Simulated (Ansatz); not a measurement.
The system is MnO.

```
Mn O
1.0
     3.37170    0.00000    0.00000
    -1.68585    2.91998    0.00000
     0.00000    0.00000    5.38550
Mn O
2 2
Direct
  0.66667 0.33333 0.51096
  0.33333 0.66667 0.01096
  0.66667 0.33333 0.87547
  0.33333 0.66667 0.37547
```

Measurements of this composition are mostly on another form, of space group No. 225.

Base run:

* Program: Ansatz 0.2.0
* Functional: PBEsol
* Potentials or basis: Ansatz PAW
* Cutoff: 420 eV (not typed: the program's choice for these potentials)
* k mesh: 9 × 9 × 5
* Occupations: fermi-dirac, width 0.05 eV
* Spin: no spin polarisation

Its results: band gap on the k mesh none (metal or under the smearing width); pressure -35.1 GPa; largest force 0.235 eV/Å.

**Question.** The run is repeated on the same cell with these changes: k mesh from 9 × 9 × 5 to 7 × 7 × 4; spin from no spin polarisation to non-collinear spin, random start. What comes out?

**Answer.** Band gap on the k mesh none (metal or under the smearing width); pressure -5.9 GPa; net moment 0.00 μB per cell; largest force 0.028 eV/Å.

Several settings changed at once, so the effect can't be laid on one alone.

Caveats: semilocal functionals often make such compounds metallic where correlation or magnetic order opens a gap, which also shifts bond lengths; the PAW data sets come from PBE, with cores solved anew for the run's functional, which leaves a small shift of forces and pressure; a pressure of tens of GPa on the cell as given is suspect, and the run, the potentials or the cell itself is likely at fault (some runs); the starting moments weren't kept (some runs).
